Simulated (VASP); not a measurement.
# CdSe (F-43m) in VASP: single point with HSE06

Aim: the single point of CdSe with HSE06.

Everything below comes from runs of VASP 6.6.1. Logs are shortened: lines on timing, memory, paths and dates and some standing lists are left out, and cuts for length are marked.

### 1 The structure

The structure is cubic, space group F-43m (No. 216). The conventional cell has a = 6.077 Å, b = 6.077 Å, c = 6.077 Å, α = 90.00°, β = 90.00°, γ = 90.00°. Cd (site symmetry -43m) is surrounded by 4 Se at 2.63 Å. Around Se (site symmetry -43m) lie 4 Cd at 2.63 Å.

The cell was built by a generator and needn't be a form met in nature.

### 2 Single point, HSE06, non-collinear spin, zero start, spin-orbit coupling

Input file POSCAR:

```
CdSe
1.0
    0.0000000000      3.0385000000      3.0385000000
    3.0385000000      0.0000000000      3.0385000000
    3.0385000000      3.0385000000      0.0000000000
Cd Se
1 1
Direct
    0.0000000000      0.0000000000      0.0000000000
    0.2500000000      0.2500000000      0.2500000000
```

Input file INCAR.step1:

```
SYSTEM = CdSe
PREC = Accurate
ENCUT = 520
EDIFF = 1E-5
ISMEAR = 0
SIGMA = 0.01
LREAL = .False.
LASPH = .True.
NELM = 150
ALGO = Normal
ISIF = 2
LWAVE = .True.
MAGMOM = 0 0 0 0 0 0
LORBIT = 11
LSORBIT = .True.
GGA_COMPAT = .False.
LORBMOM = .True.
NBANDS = 30
GGA = PE
```

Input file INCAR.step2:

```
SYSTEM = CdSe
PREC = Accurate
ENCUT = 520
EDIFF = 1E-7
ISMEAR = 0
SIGMA = 0.01
LREAL = .False.
LASPH = .True.
NELM = 150
ALGO = Normal
ISIF = 2
LWAVE = .False.
LCHARG = .True.
MAGMOM = 0 0 0 0 0 0
LORBIT = 11
LSORBIT = .True.
GGA_COMPAT = .False.
LORBMOM = .True.
GGA = PE
LHFCALC = .True.
HFSCREEN = 0.2079
PRECFOCK = Normal
LVHAR = .True.
NBANDS = 30
ISTART = 1
```

Input file KPOINTS:

```
regular mesh
0
Gamma
  4 4 4
  0 0 0
```

Potentials or basis: VASP PAW PBE potentials, release 64 (Cd, Se).

Started as:

```bash
> cat potpaw_PBE.64/Cd/POTCAR potpaw_PBE.64/Se/POTCAR > POTCAR
> cp INCAR.step1 INCAR
> mpirun -np 1 vasp_ncl > vasp.out
> cp INCAR.step2 INCAR
> mpirun -np 1 vasp_ncl > vasp.out
```

OUTCAR:

```text
SYSTEM = CdSe
   PREC = Accurate
   ENCUT = 520
   EDIFF = 1E-7
   ISMEAR = 0
   LREAL = .False.
   LASPH = .True.
   NELM = 150
   ISIF = 2
   LORBIT = 11
   LSORBIT = .True.
   GGA = PE
   LHFCALC = .True.
   HFSCREEN = 0.2079
   PRECFOCK = Normal
   ISTART = 1

 ion  position               nearest neighbor table
   1  0.000  0.000  0.000-   2 2.63   2 2.63   2 2.63   2 2.63
   2  0.250  0.250  0.250-   1 2.63   1 2.63   1 2.63   1 2.63

  LATTYP: Found a face centered cubic cell.
 ALAT       =     6.0770000000

  Lattice vectors:

 A1 = (   0.0000000000,   3.0385000000,   3.0385000000)
 A2 = (   3.0385000000,   0.0000000000,   3.0385000000)
 A3 = (   3.0385000000,   3.0385000000,   0.0000000000)

Analysis of symmetry for initial positions (statically):
=====================================================================
 Subroutine PRICEL returns:
 Original cell was already a primitive cell.

 Routine SETGRP: Setting up the symmetry group for a
 face centered cubic supercell.

 Subroutine GETGRP returns: Found 24 space group operations
 (whereof 24 operations were pure point group operations)
 out of a pool of 48 trial point group operations.

The static configuration has the point symmetry T_d .

Analysis of symmetry for dynamics (positions and initial velocities):
=====================================================================
 Subroutine PRICEL returns:
 Original cell was already a primitive cell.

 Routine SETGRP: Setting up the symmetry group for a
 face centered cubic supercell.

 Subroutine GETGRP returns: Found 24 space group operations
 (whereof 24 operations were pure point group operations)
 out of a pool of 48 trial point group operations.

The dynamic configuration has the point symmetry T_d .

Analysis of structural, dynamic, and magnetic symmetry:
=====================================================================
 Subroutine PRICEL returns:
 Original cell was already a primitive cell.

 Routine SETGRP: Setting up the symmetry group for a
 face centered cubic supercell.

 Subroutine GETGRP returns: Found 24 space group operations
 (whereof 24 operations were pure point group operations)
 out of a pool of 48 trial point group operations.

The overall configuration has the point symmetry T_d .

 Subroutine INISYM returns: Found 24 space group operations
[... 500 lines left out ...]
      0.00000      0.00000      0.00000         0.000000      0.000000      0.000000
      1.51925      1.51925      1.51925        -0.000000     -0.000000     -0.000000
 -----------------------------------------------------------------------------------
    total drift:                               -0.000003      0.000003      0.000001

  FREE ENERGIE OF THE ION-ELECTRON SYSTEM (eV)
  ---------------------------------------------------
  free  energy   TOTEN  =        -6.8457364821 eV

  energy  without entropy=       -6.8457364821  energy(sigma->0) =       -6.84573648

 orbital moment (x)

 # of ion     p       d       tot
 ----------------------------------------
  1         0.000   0.000   0.000
  2        -0.000  -0.000  -0.000
 ----------------------------------------
           -0.000   0.000   0.000

 orbital moment (y)

 # of ion     p       d       tot
 ----------------------------------------
  1         0.000   0.000   0.000
  2        -0.000  -0.000  -0.000
 ----------------------------------------
           -0.000   0.000   0.000

 orbital moment (z)

 # of ion     p       d       tot
 ----------------------------------------
  1        -0.000   0.000   0.000
  2        -0.000  -0.000  -0.000
 ----------------------------------------
           -0.000   0.000   0.000

 Spin-Orbit-Coupling matrix elements

 Ion:    1  E_soc:     -0.0555253
 l=   1
     0.0000000    -0.0024599    -0.0024599
    -0.0024599     0.0000000    -0.0024599
    -0.0024599    -0.0024599     0.0000000
 l=   2
     0.0000000    -0.0013931     0.0000000    -0.0013931    -0.0054013
    -0.0013931     0.0000000    -0.0040510    -0.0013931    -0.0013503
     0.0000000    -0.0040510     0.0000000    -0.0040510     0.0000000
    -0.0013931    -0.0013931    -0.0040510     0.0000000    -0.0013503
    -0.0054013    -0.0013503     0.0000000    -0.0013503     0.0000000
 l=   3
     0.0000000     0.0000000     0.0000000     0.0000000     0.0000000     0.0000000     0.0000000
     0.0000000     0.0000000     0.0000000     0.0000000     0.0000000     0.0000000     0.0000000
     0.0000000     0.0000000     0.0000000     0.0000000     0.0000000     0.0000000     0.0000000
     0.0000000     0.0000000     0.0000000     0.0000000     0.0000000     0.0000000     0.0000000
     0.0000000     0.0000000     0.0000000     0.0000000     0.0000000     0.0000000     0.0000000
     0.0000000     0.0000000     0.0000000     0.0000000     0.0000000     0.0000000     0.0000000
     0.0000000     0.0000000     0.0000000     0.0000000     0.0000000     0.0000000     0.0000000

 Ion:    2  E_soc:     -0.0373051
 l=   1
     0.0000000    -0.0062110    -0.0062110
    -0.0062110     0.0000000    -0.0062110
    -0.0062110    -0.0062110     0.0000000
 l=   2
     0.0000000    -0.0000035     0.0000000    -0.0000035    -0.0000030
    -0.0000035     0.0000000    -0.0000023    -0.0000035    -0.0000008
     0.0000000    -0.0000023     0.0000000    -0.0000023     0.0000000
    -0.0000035    -0.0000035    -0.0000023     0.0000000    -0.0000008
    -0.0000030    -0.0000008     0.0000000    -0.0000008     0.0000000
 l=   3
     0.0000000     0.0000000     0.0000000     0.0000000     0.0000000     0.0000000     0.0000000
     0.0000000     0.0000000     0.0000000     0.0000000     0.0000000     0.0000000     0.0000000
     0.0000000     0.0000000     0.0000000     0.0000000     0.0000000     0.0000000     0.0000000
     0.0000000     0.0000000     0.0000000     0.0000000     0.0000000     0.0000000     0.0000000
     0.0000000     0.0000000     0.0000000     0.0000000     0.0000000     0.0000000     0.0000000
     0.0000000     0.0000000     0.0000000     0.0000000     0.0000000     0.0000000     0.0000000
     0.0000000     0.0000000     0.0000000     0.0000000     0.0000000     0.0000000     0.0000000

 total charge

# of ion       s       p       d       tot
------------------------------------------
    1        0.413   0.314   9.599  10.326
    2        1.446   2.471   0.020   3.937
--------------------------------------------------
tot          1.859   2.785   9.619  14.263

 magnetization (x)

# of ion       s       p       d       tot
------------------------------------------
    1       -0.000   0.000   0.000  -0.000
    2        0.000  -0.000  -0.000  -0.000
--------------------------------------------------
tot         -0.000   0.000  -0.000  -0.000

 magnetization (y)

# of ion       s       p       d       tot
------------------------------------------
    1        0.000   0.000   0.000   0.000
    2        0.000   0.000   0.000   0.000
--------------------------------------------------
tot          0.000   0.000   0.000   0.000

 magnetization (z)

# of ion       s       p       d       tot
------------------------------------------
    1       -0.000   0.000  -0.000  -0.000
    2       -0.000  -0.000  -0.000  -0.000
--------------------------------------------------
tot         -0.000  -0.000  -0.000  -0.000
```

OSZICAR.step1:

```text
N       E                     dE             d eps       ncg     rms          rms(c)
DAV:   1     0.119952824547E+03    0.11995E+03   -0.83449E+03   600   0.107E+03
DAV:   2     0.353265244966E+00   -0.11960E+03   -0.11362E+03   680   0.279E+02
DAV:   3    -0.581355633800E+01   -0.61668E+01   -0.61272E+01   722   0.637E+01
DAV:   4    -0.585488957753E+01   -0.41333E-01   -0.41325E-01   642   0.519E+00
DAV:   5    -0.585513076026E+01   -0.24118E-03   -0.24117E-03   726   0.360E-01    0.646E+00
DAV:   6    -0.548273205540E+01    0.37240E+00   -0.46749E-01   692   0.963E+00    0.509E+00
DAV:   7    -0.546177941181E+01    0.20953E-01   -0.20780E-01   666   0.313E+00    0.219E+00
DAV:   8    -0.546269387046E+01   -0.91446E-03   -0.19118E-02   648   0.178E+00    0.554E-01
DAV:   9    -0.546269786380E+01   -0.39933E-05   -0.90539E-04   696   0.413E-01    0.205E-01
DAV:  10    -0.546288363592E+01   -0.18577E-03   -0.56988E-04   636   0.272E-01    0.438E-02
DAV:  11    -0.546296216529E+01   -0.78529E-04   -0.16018E-04   694   0.185E-01    0.396E-02
DAV:  12    -0.546297685299E+01   -0.14688E-04   -0.41110E-05   618   0.550E-02    0.806E-03
DAV:  13    -0.546297662975E+01    0.22324E-06   -0.16906E-06   436   0.941E-03
   1 F= -.54629766E+01 E0= -.54629766E+01  d E =-.117347E-16  mag=     0.0000     0.0000    -0.0000
```

Wall time 28 min (1 thread of AMD EPYC 9R45 (Zen 5), shared host); peak memory 0.41 GiB.

Results:

```yaml
Free_energy: -6.8457 eV
Pressure: 2.2 GPa
Net_moment: 0.00 μB per cell
Valence_electrons_inside_the_program's_atomic_spheres: Cd 10.33; Se 3.94
```

Moments on the atoms (μB; x, y, z):
```
Cd  0.00 0.00 0.00
Se  0.00 0.00 0.00
```

Caveat: the k mesh is coarse (spacing up to 0.45 Å⁻¹), so the values aren't converged, least of all with exact exchange; the PAW data sets were made with another functional, which shifts forces and pressure a little.
